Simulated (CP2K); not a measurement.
Re under changes of volume

One of the cells (14.714 Å³/atom); the others are scaled copies at fixed shape and fractional positions:

```
Re
1.0
     2.76080    0.00000    0.00000
    -1.38040    2.39092    0.00000
     0.00000    0.00000    4.45820
Re
2
Direct
  0.66667 0.33333 0.75000
  0.33333 0.66667 0.25000
```

| Property | Result |
| --- | --- |
| Program | CP2K 2026.2 |
| Functional | PBEsol |
| Potentials or basis | POTENTIAL_UZH Re GTH-PBE-q15; TZVP-MOLOPT-PBE-GTH basis |
| Density cutoff | 6123 eV |
| k mesh | 11 × 11 × 6 |
| Occupations | fermi-dirac, width 0.05 eV |
| Spin | no spin polarisation |

| volume (Å³/atom) | energy over the lowest point (meV/atom) | pressure (GPa) |
| --- | --- | --- |
| 13.831 | 45.82 | 22.2 |
| 14.125 | 14.35 | 12.4 |
| 14.420 | 0.00 | 3.6 |
| 14.714 | 1.00 | -4.3 |
| 15.008 | 15.74 | -11.4 |
| 15.303 | ? | ? |
| 15.597 | 80.86 | -23.4 |

Task: What does the run at 15.303 Å³/atom give?

Result: Energy over the lowest point 42.79 meV/atom; pressure -17.7 GPa.

Worked out: A Birch-Murnaghan fit of order 3 (a polynomial in V^(-2/3)) to the other rows has its minimum at 14.55 Å³/atom with B0 = V·E''(V) = 393 GPa and B' = 4.5 at fixed shape and positions, which overstates the stiffness. It gives 42.84 meV/atom at 15.303 Å³/atom, against the run's 42.79, and -dE/dV = -17.8 GPa, against -17.7.

Energies are extrapolated to zero smearing.

Caveats: the potentials were made for another functional, which shifts forces and pressure; the basis of atomic orbitals isn't converged, which shifts pressures, moduli and gaps.
